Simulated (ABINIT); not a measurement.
**ZnS: single point with LDA**

**Measured values to compare with.**

From “Electronic, vibrational, and thermodynamic properties of ZnS (zincblende and rocksalt structure)”, 2009, arxiv:0911.5022, for a bulk crystal of ZnS at 19 K: band gap 3.85 eV (direct).

ZnS:

```
Zn S
1.0
     0.00000    2.70200    2.70200
     2.70200    0.00000    2.70200
     2.70200    2.70200    0.00000
Zn S
1 1
Direct
  0.75000 0.75000 0.75000
  0.00000 0.00000 0.00000
```

- Program: ABINIT 10.8.3 (patched build)
- Task: single point
- Functional: LDA
- Potentials or basis: JTH PAW LDA v2.0
- Cutoff: 544 eV
- k mesh: 12 × 12 × 12
- Occupations: fermi-dirac, width 0.05 eV
- Spin: no spin polarisation

The band gap on the k mesh is 1.84 eV, direct. The valence electrons inside the program's atomic spheres are Zn 10.81; S 3.59.

Levels at points of the mesh, in eV from the valence-band top:
```
           k point  band 7  band 8  band 9  band 10  band 11  band 12
(0.00, 0.00, 0.00)    0.00    0.00    0.00     1.84     6.22     6.22
(0.50, 0.00, 0.00)   -5.39   -0.88   -0.88     3.08     6.76     6.76
(0.50, 0.50, 0.00)   -4.67   -2.25   -2.25     3.18     3.88    10.69
```

Wall time 70 s on 1 thread of Intel(R) Xeon(R) Platinum 8488C (Sapphire Rapids), with other jobs on the host, peak memory 0.12 GiB.

A measured gap of ZnS is 3.85 eV (direct; 19 K; quoted in “Electronic, vibrational, and thermodynamic properties of ZnS (zincblende and rocksalt structure)”, 2009, arxiv:0911.5022); the calculated 1.84 eV misses it by -2.01 eV. So large a miss can be the level of theory's own, or it may mean another phase, state or a wrong row. The value is that of LDA on a finite k mesh, which can miss the band edges, without temperature or zero-point motion. Semilocal functionals fall short of measured gaps as a rule.
